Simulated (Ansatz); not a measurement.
# AlN: a line through a two-coordinate scan, part 2 of 2

How does the energy of AlN (P6_3/mmc, No. 194; 4 atoms in the cell) vary with volume per atom, at c/a of the conventional cell = 1.176?

Ansatz 0.2.0; DFT PBEsol, scalar-relativistic, plane waves, PAW. The steps go on from the part before.

## 7. Point (9.773 Å³, 1.176)

Input file input.yaml:

```yaml
crystal:
  lattice:
    - [3.3729143853, 0.0, 0.0]
    - [-1.6864571927, 2.9210295425, 0.0]
    - [0.0, 0.0, 3.9678964829]
  atoms:
    - { symbol: Al, position: [0.3333333333, 0.6666666667, 0.75] }
    - { symbol: Al, position: [0.6666666667, 0.3333333333, 0.25] }
    - { symbol: "N", position: [0.3333333333, 0.6666666667, 0.25] }
    - { symbol: "N", position: [0.6666666667, 0.3333333333, 0.75] }
basis:
  ecutwfc: 520.0
kpoints:
  mp_grid: { grid: [9, 9, 6] }
hamiltonian:
  xc: pbesol
scf:
  occupations: { method: gaussian, width: 0.05 }
output:
  forces: true
  stress: true
  eigenvalues: true
```

Started as:

```
ansatz run input.yaml --threads 1 --pin off --max-ram 2048MiB --backend cpu --events-out ev --progress --plain --runs-dir out
```

Standard output, shortened:

```text
[...]
SCF converged after 6 iterations
Free energy (F): -1811.489151 eV
[...]
E sigma→0 (E₀):  -1811.489151 eV
Fermi energy:    10.514138 eV
[...]
--- Forces (eV/Å), atoms counted from 1 ---
  atom   1  Al    -0.00000000    -0.00000000    -0.00000000
  atom   2  Al     0.00000000     0.00000000     0.00000000
  atom   3  N      0.00000000     0.00000000     0.00000000
  atom   4  N     -0.00000000    -0.00000000    -0.00000000
[...]
--- Stress (GPa, compression-positive) ---
       -4.685299       0.000000      -0.000000
       -0.000000      -4.685299      -0.000000
       -0.000000      -0.000000       9.648338
  P = ⅓ Tr σ = 0.0926 GPa (0.926 kbar)
--- Band table (eV; the first three rows and the last of 48) ---
  k-point 0: bands = ["-7.8402", "-3.7330", "2.2323", "5.5168", "5.5168", "7.5733", "7.5733", "8.7638", "12.2645", "13.3533", "16.9633", "16.9633"]
[...]
```

Run time: 0.61 s. Hardware: 1 thread of AMD EPYC 9R45 (Zen 5), shared host; peak memory 0.38 GiB.

On the map this point reads 18 meV/atom.

## 8. Point (10.008 Å³, 1.176)

input.yaml, as its differences from that of step 7:

```diff
@@ -2,5 +2,5 @@
   lattice:
-    - [3.3729143853, 0.0, 0.0]
-    - [-1.6864571927, 2.9210295425, 0.0]
-    - [0.0, 0.0, 3.9678964829]
+    - [3.3996996209, 0.0, 0.0]
+    - [-1.6998498105, 2.944226237, 0.0]
+    - [0.0, 0.0, 3.9994066341]
   atoms:
```

Started as:

```
ansatz run input.yaml --threads 1 --pin off --max-ram 2048MiB --backend cpu --events-out ev --progress --plain --runs-dir out
```

Standard output, shortened:

```text
Warning: RAYON_NUM_THREADS=1 ignored (pool sized by the plan → 1); use --threads N
[...]
[... 4 set-up lines as earlier in the session ...]
[...]
Crystal: 4 atoms, lattice volume = 40.032 Å³
Basis set: ecut = 520 eV, 1095 PW (Γ), exchange–correlation on 54×54×60 points (8 copies of the dense FFT grid, shifted against one another)
Bands: 12, of which v1, the nominal top of the filled ones, is band 8 counted from 1 (7 counted from 0)
[... 1 set-up line as earlier in the session ...]
Space group: P63/mmc (ITA 194), of the structure as read, at distance tolerance 3.4e-5 Å
k-points: 48 of 486
[...]
SCF iter   1: F=—  HF=-1811.484483 eV  |F-HF|=—  |Δ(HF+E_count)|=         —  Δρ=8.83e-3  dr2=3.19e-2  ethr=1.77e-3  ⟨swp⟩=5.8  Hψ=3736  notcnv=0
[...]
SCF iter   6: F=-1811.475069 eV  HF=-1811.475069 eV  |F-HF|=9.78e-12  |Δ(HF+E_count)|=  4.96e-11  Δρ=6.60e-7  dr2=8.55e-11  ethr=1.31e-11  ⟨swp⟩=1.5  Hψ=1788  notcnv=0
[...]
SCF converged after 6 iterations
Free energy (F): -1811.475069 eV
[...]
E sigma→0 (E₀):  -1811.475069 eV
Fermi energy:    10.141061 eV
[...]
--- Forces (eV/Å), atoms counted from 1 ---
  atom   1  Al    -0.00000000     0.00000000     0.00000000
  atom   2  Al     0.00000000     0.00000000     0.00000000
  atom   3  N      0.00000000    -0.00000000     0.00000000
  atom   4  N     -0.00000000     0.00000000     0.00000000
[...]
--- Stress (GPa, compression-positive) ---
       -9.160682      -0.000000       0.000000
       -0.000000      -9.160682       0.000000
        0.000000       0.000000       3.913032
  P = ⅓ Tr σ = -4.8028 GPa (-48.028 kbar)
--- Band table (eV; the first three rows and the last of 48) ---
  k-point 0: bands = ["-7.9468", "-3.9649", "2.0748", "5.2988", "5.2988", "7.3278", "7.3278", "8.4676", "11.8145", "12.8709", "16.5488", "16.5488"]
[...]
```

Wall time 0.6 s (1 thread of AMD EPYC 9R45 (Zen 5), shared host); peak memory 0.37 GiB.

On the map this point reads 22 meV/atom.

## 9. Point (10.242 Å³, 1.176)

input.yaml, as its differences from that of step 8:

```diff
@@ -2,5 +2,5 @@
   lattice:
-    - [3.3996996209, 0.0, 0.0]
-    - [-1.6998498105, 2.944226237, 0.0]
-    - [0.0, 0.0, 3.9994066341]
+    - [3.425992215, 0.0, 0.0]
+    - [-1.7129961075, 2.9669962913, 0.0]
+    - [0.0, 0.0, 4.0303372417]
   atoms:
```

Started as:

```
ansatz run input.yaml --threads 1 --pin off --max-ram 2048MiB --backend cpu --events-out ev --progress --plain --runs-dir out
```

Standard output, shortened:

```text
Warning: RAYON_NUM_THREADS=1 ignored (pool sized by the plan → 1); use --threads N
[...]
[... 4 set-up lines as earlier in the session ...]
[...]
Crystal: 4 atoms, lattice volume = 40.968 Å³
Basis set: ecut = 520 eV, 1119 PW (Γ), exchange–correlation on 54×54×60 points (8 copies of the dense FFT grid, shifted against one another)
Bands: 12, of which v1, the nominal top of the filled ones, is band 8 counted from 1 (7 counted from 0)
[... 2 set-up lines as earlier in the session ...]
k-points: 48 of 486
[...]
SCF iter   1: F=—  HF=-1811.443554 eV  |F-HF|=—  |Δ(HF+E_count)|=         —  Δρ=8.76e-3  dr2=3.24e-2  ethr=1.77e-3  ⟨swp⟩=5.8  Hψ=3742  notcnv=0
[...]
SCF iter   6: F=-1811.434089 eV  HF=-1811.434089 eV  |F-HF|=1.14e-12  |Δ(HF+E_count)|=  6.62e-11  Δρ=6.81e-7  dr2=8.88e-11  ethr=1.65e-11  ⟨swp⟩=1.2  Hψ=1788  notcnv=0
[...]
SCF converged after 6 iterations
Free energy (F): -1811.434089 eV
[...]
E sigma→0 (E₀):  -1811.434089 eV
Fermi energy:    9.782886 eV
[...]
--- Forces (eV/Å), atoms counted from 1 ---
  atom   1  Al     0.00000000    -0.00000000     0.00000000
  atom   2  Al     0.00000000     0.00000000     0.00000000
  atom   3  N      0.00000000     0.00000000     0.00000000
  atom   4  N      0.00000000     0.00000000     0.00000000
[...]
--- Stress (GPa, compression-positive) ---
      -13.119311       0.000000       0.000000
        0.000000     -13.119311       0.000000
        0.000000       0.000000      -1.184019
  P = ⅓ Tr σ = -9.1409 GPa (-91.409 kbar)
--- Band table (eV; the first three rows and the last of 48) ---
  k-point 0: bands = ["-8.0482", "-4.1865", "1.9253", "5.0910", "5.0910", "7.0930", "7.0930", "8.1852", "11.3806", "12.4095", "16.1527", "16.1527"]
[...]
```

It took 0.67 s on 1 thread of AMD EPYC 9R45 (Zen 5), shared host; peak memory 0.37 GiB.

Energy on the map's scale: 32 meV/atom.

## 10. Point (10.477 Å³, 1.176)

input.yaml, as its differences from that of step 9:

```diff
@@ -2,5 +2,5 @@
   lattice:
-    - [3.425992215, 0.0, 0.0]
-    - [-1.7129961075, 2.9669962913, 0.0]
-    - [0.0, 0.0, 4.0303372417]
+    - [3.451997156, 0.0, 0.0]
+    - [-1.725998578, 2.9895172308, 0.0]
+    - [0.0, 0.0, 4.0609294543]
   atoms:
```

Started as:

```
ansatz run input.yaml --threads 1 --pin off --max-ram 2048MiB --backend cpu --events-out ev --progress --plain --runs-dir out
```

Standard output, shortened:

```text
[...]
SCF converged after 6 iterations
Free energy (F): -1811.368880 eV
[...]
E sigma→0 (E₀):  -1811.368880 eV
Fermi energy:    9.436260 eV
[...]
--- Forces (eV/Å), atoms counted from 1 ---
  atom   1  Al    -0.00000000     0.00000000    -0.00000000
  atom   2  Al     0.00000000    -0.00000000     0.00000000
  atom   3  N     -0.00000000    -0.00000000     0.00000000
  atom   4  N      0.00000000     0.00000000    -0.00000000
[...]
--- Stress (GPa, compression-positive) ---
      -16.644030       0.000000      -0.000000
       -0.000000     -16.644030       0.000000
       -0.000000       0.000000      -5.746413
  P = ⅓ Tr σ = -13.0115 GPa (-130.115 kbar)
--- Band table (eV; the first three rows and the last of 48) ---
  k-point 0: bands = ["-8.1455", "-4.3999", "1.7821", "4.8913", "4.8913", "6.8665", "6.8665", "7.9136", "10.9589", "11.9646", "15.7712", "15.7712"]
[...]
```

Wall time 0.62 s (1 thread of AMD EPYC 9R45 (Zen 5), shared host); peak memory 0.38 GiB.

That is 48 meV/atom from the zero.

## 11. Grid point (10.712 Å³, 1.176)

input.yaml, as its differences from that of step 10:

```diff
@@ -2,5 +2,5 @@
   lattice:
-    - [3.451997156, 0.0, 0.0]
-    - [-1.725998578, 2.9895172308, 0.0]
-    - [0.0, 0.0, 4.0609294543]
+    - [3.477616085, 0.0, 0.0]
+    - [-1.7388080426, 3.0117038742, 0.0]
+    - [0.0, 0.0, 4.0910675625]
   atoms:
```

Started as:

```
ansatz run input.yaml --threads 1 --pin off --max-ram 2048MiB --backend cpu --events-out ev --progress --plain --runs-dir out
```

Standard output, shortened:

```text
[...]
SCF converged after 6 iterations
Free energy (F): -1811.282259 eV
[...]
E sigma→0 (E₀):  -1811.282259 eV
Fermi energy:    9.102029 eV
[...]
--- Forces (eV/Å), atoms counted from 1 ---
  atom   1  Al    -0.00000000     0.00000000     0.00000000
  atom   2  Al     0.00000000    -0.00000000    -0.00000000
  atom   3  N      0.00000000    -0.00000000     0.00000000
  atom   4  N     -0.00000000     0.00000000    -0.00000000
[...]
--- Stress (GPa, compression-positive) ---
      -19.765575      -0.000000      -0.000000
       -0.000000     -19.765575       0.000000
       -0.000000       0.000000      -9.810977
  P = ⅓ Tr σ = -16.4474 GPa (-164.474 kbar)
--- Band table (eV; the first three rows and the last of 48) ---
  k-point 0: bands = ["-8.2386", "-4.6047", "1.6455", "4.7000", "4.7000", "6.6489", "6.6489", "7.6534", "10.5507", "11.5371", "15.4050", "15.4050"]
[...]
```

Run time: 0.63 s. Hardware: 1 thread of AMD EPYC 9R45 (Zen 5), shared host; peak memory 0.35 GiB.

On the map this point reads 70 meV/atom.

## 12. Grid point (10.946 Å³, 1.176)

input.yaml, as its differences from that of step 11:

```diff
@@ -2,5 +2,5 @@
   lattice:
-    - [3.477616085, 0.0, 0.0]
-    - [-1.7388080426, 3.0117038742, 0.0]
-    - [0.0, 0.0, 4.0910675625]
+    - [3.5027563511, 0.0, 0.0]
+    - [-1.7513781756, 3.0334759833, 0.0]
+    - [0.0, 0.0, 4.1206425715]
   atoms:
```

Started as:

```
ansatz run input.yaml --threads 1 --pin off --max-ram 2048MiB --backend cpu --events-out ev --progress --plain --runs-dir out
```

Standard output, shortened:

```text
Warning: RAYON_NUM_THREADS=1 ignored (pool sized by the plan → 1); use --threads N
[...]
[... 4 set-up lines as earlier in the session ...]
[...]
Crystal: 4 atoms, lattice volume = 43.784 Å³
Basis set: ecut = 520 eV, 1179 PW (Γ), exchange–correlation on 54×54×64 points (8 copies of the dense FFT grid, shifted against one another)
Bands: 12, of which v1, the nominal top of the filled ones, is band 8 counted from 1 (7 counted from 0)
[... 1 set-up line as earlier in the session ...]
Space group: P63/mmc (ITA 194), of the structure as read, at distance tolerance 3.5e-5 Å
k-points: 48 of 486
[...]
SCF iter   1: F=—  HF=-1811.186577 eV  |F-HF|=—  |Δ(HF+E_count)|=         —  Δρ=8.57e-3  dr2=3.42e-2  ethr=1.77e-3  ⟨swp⟩=5.6  Hψ=3691  notcnv=0
[...]
SCF iter   6: F=-1811.177127 eV  HF=-1811.177127 eV  |F-HF|=5.46e-12  |Δ(HF+E_count)|=  1.45e-10  Δρ=1.27e-7  dr2=2.50e-12  ethr=2.14e-12  ⟨swp⟩=1.0  Hψ=1801  notcnv=0
[...]
SCF converged after 6 iterations
Free energy (F): -1811.177127 eV
[...]
E sigma→0 (E₀):  -1811.177127 eV
Fermi energy:    8.780874 eV
[...]
--- Forces (eV/Å), atoms counted from 1 ---
  atom   1  Al    -0.00000000     0.00000000     0.00000000
  atom   2  Al     0.00000000     0.00000000     0.00000000
  atom   3  N      0.00000000    -0.00000000     0.00000000
  atom   4  N     -0.00000000     0.00000000     0.00000000
[...]
--- Stress (GPa, compression-positive) ---
      -22.516322       0.000000       0.000000
        0.000000     -22.516322       0.000000
        0.000000       0.000000     -13.416571
  P = ⅓ Tr σ = -19.4831 GPa (-194.831 kbar)
--- Band table (eV; the first three rows and the last of 48) ---
  k-point 0: bands = ["-8.3276", "-4.8008", "1.5156", "4.5173", "4.5173", "6.4404", "6.4404", "7.4048", "10.1569", "11.1277", "15.0544", "15.0544"]
[...]
```

Wall time 0.69 s (1 thread of AMD EPYC 9R45 (Zen 5), shared host); peak memory 0.38 GiB.

Energy on the map's scale: 96 meV/atom.

## 13. What came out

What follows sums up all 2 parts.

```
volume per atom (Å³)  step  energy (meV/atom)  slope (meV/atom per Å³)  pressure (GPa)  band gap on the k-mesh (eV)
               8.601     3                135                     −221            35.5                         4.29
               8.835     4                 90                     −166            26.6                         4.13
               9.070     5                 57                     −117            18.8                         3.97
               9.304     6                 35                      −74            11.8                         3.81
               9.539     –                 22                      −35             5.6                         3.66
               9.773     7                 18                       −1             0.1                         3.50
              10.008     8                 22                       30            −4.8                         3.35
              10.242     9                 32                       57            −9.1                         3.19
              10.477    10                 48                       81           −13.0                         3.04
              10.712    11                 70                      103           −16.4                         2.90
              10.946    12                 96                      122           −19.5                         2.75
```

Energies count from the relaxed crystal. Rows without a step come from runs not printed here or follow by symmetry. Slopes come from the forces (and the stress, where the cell changes), not from differences of energies.

**Reading.** Along the line the energy is lowest at 9.773 Å³, 18 meV/atom from the zero. Energies and slopes round the minimum, fitted together, put the minimum at 9.7770 Å³, with a curvature of about 140 meV/atom per (Å³)². V·d²E/dV² there is about 220 GPa, a bulk modulus under this line's constraint. The highest point computed, at 8.601 Å³, lies 117 meV/atom above the lowest. This is one cut through a surface in two coordinates; the map's lowest point lies off it.

These are semilocal Kohn-Sham gaps, which aren't the measured quantity. Such gaps usually fall short of the measured ones.
